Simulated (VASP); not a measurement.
Here is a VASP 6.6.1 calculation.

Contents of INCAR:

```
SYSTEM = TiO
PREC = Accurate
ENCUT = 520
EDIFF = 1E-7
ISMEAR = 0
SIGMA = 0.05
LREAL = .False.
LASPH = .True.
NELM = 80
ALGO = Normal
ISIF = 2
LWAVE = .False.
LCHARG = .True.
ISPIN = 2
MAGMOM = 0 0
LORBIT = 11
LMAXMIX = 4
LDAU = .True.
LDAUTYPE = 2
LDAUL = 2 -1
LDAUU = 4 0
LDAUJ = 0 0
LDAUPRINT = 1
METAGGA = R2SCAN
LMIXTAU = .True.
LELF = .True.
LVHAR = .True.
NBANDS = 20
```

The input KPOINTS:

```
Automatic mesh
0
Gamma
  7 7 7
  0 0 0
```

Contents of POSCAR:

```
TiO
1.0
    2.7083400800      0.0000000000      0.0000000000
    0.0000000000      2.7083400800      0.0000000000
    0.0000000000      0.0000000000      2.7083400800
Ti O
1 1
Direct
    0.0000000000      0.0000000000      0.0000000000
    0.5000000000      0.5000000000      0.5000000000
```

Potentials or basis: VASP PAW PBE potentials, release 64 (Ti_sv, O).

Run with:

```bash
$ cat potpaw_PBE.64/Ti_sv/POTCAR potpaw_PBE.64/O/POTCAR > POTCAR
$ mpirun -np 1 vasp_std > vasp.out
```

Problem. What does it give for the pressure?

Solution. -8.5 GPa.

Problem. What does it give for the site moments?

Solution. Ti +0.18; O +0.01 μB.

Problem. What does it give for the band gap on the k mesh?

Solution. None (metal or under the smearing width).

Eigenvalues of the final occupation matrices:
```csv
site,spin,trace,eigenvalues
site 1 d,1,1.10,0.06 0.06 0.06 0.46 0.46
site 1 d,2,0.92,0.06 0.06 0.06 0.37 0.37
```

Caveat: the PAW data sets were made with another functional, which shifts forces and pressure a little.
